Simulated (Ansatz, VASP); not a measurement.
## AlCr2C in VASP and in Ansatz

```
Al Cr C
1.0
     2.81303    0.00000    0.00000
    -1.40652    2.43616    0.00000
     0.00000    0.00000   12.59286
Al Cr C
2 4 2
Cartesian
  1.4065 0.8121 3.1482
  0.0000 1.6241 9.4446
  0.0000 1.6241 5.2349
  1.4065 0.8121 11.5313
  1.4065 0.8121 7.3580
  0.0000 1.6241 1.0616
  0.0000 0.0000 6.2964
  0.0000 0.0000 0.0000
```

Alike in both runs: functional PBEsol; k mesh 15 × 15 × 4; occupations gaussian, width 0.1 eV; no spin polarisation.

Ansatz relaxed the structure, and its values are those at the end. VASP's run is a single point on that final structure, the one shown.

```csv
,VASP,Ansatz
version,VASP 6.6.1,Ansatz 0.2.0
potentials or method,"VASP PAW PBE potentials, release 64 (Al, Cr_pv, C)","scalar-relativistic, plane waves, PAW"
plane-wave cutoff (eV),520,420
valence electrons in the cell,62,70
```

|  | VASP | Ansatz | Ansatz less VASP |
| --- | --- | --- | --- |
| gap on the k mesh at the Fermi level (eV) | none | none | - |
| pressure (GPa) | 0.1 | 0.0 | -0.14 |
| rms of the force components (eV/Å) | 0.013 | 0.000 | -0.0124 |

A gap of «none» marks a metal or a gap that the smearing closes. The two sets of potentials don't hold the same shells in valence.

Caveats: the PAW data sets were made with another functional, which shifts forces and pressure a little (VASP). Spin polarisation is off, so any magnetic state and its effect on volume and gap are missing.
